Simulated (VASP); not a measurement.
The system is KMgF3.

```
K Mg F
1.0
     4.00600    0.00000    0.00000
     0.00000    4.00600    0.00000
     0.00000    0.00000    4.00600
K Mg F
1 1 3
Direct
  0.50000 0.50000 0.50000
  0.00000 0.00000 0.00000
  0.50000 0.00000 0.00000
  0.00000 0.50000 0.00000
  0.00000 0.00000 0.50000
```

The cell was built by a generator and needn't be a form met in nature.

- Program: VASP 6.6.1
- Task: relaxation of cell and atoms
- Functional: r2SCAN
- Potentials or basis: VASP PAW PBE potentials, release 64 (K_sv, Mg, F)
- Cutoff: 600 eV
- k mesh: 6 × 6 × 6
- Occupations: gaussian, width 0.01 eV
- Spin: no spin polarisation

At the start: pressure -2.1 GPa; volume 12.86 Å³/atom.

Q: How do energy, volume and symmetry change on relaxing?

A: Over 3 steps the energy falls by 2.5 meV/atom and the volume is 12.50 Å³/atom (-2.8 %); space group Pm-3m (No. 221, to 0.05 Å).

The path:
| step | energy change (eV) | largest force (eV/Å) | pressure (GPa) | volume (Å³) |
| --- | --- | --- | --- | --- |
| 1 | 0.0000 | 0.0000 | -2.14 | 64.29 |
| 2 | -0.0123 | 0.0000 | -0.28 | 62.70 |
| 3 | -0.0125 | 0.0000 | -0.02 | 62.49 |

Final structure:
```xyz
5
Lattice="3.9684 0.0000 0.0000 0.0000 3.9684 0.0000 0.0000 0.0000 3.9684" Properties=species:S:1:pos:R:3 pbc="T T T"
K     1.9842    1.9842    1.9842
Mg    0.0000    0.0000    0.0000
F     1.9842    0.0000    0.0000
F     0.0000    1.9842    0.0000
F     0.0000    0.0000    1.9842
```

Caveat: the PAW data sets were made with another functional, which shifts forces and pressure a little.
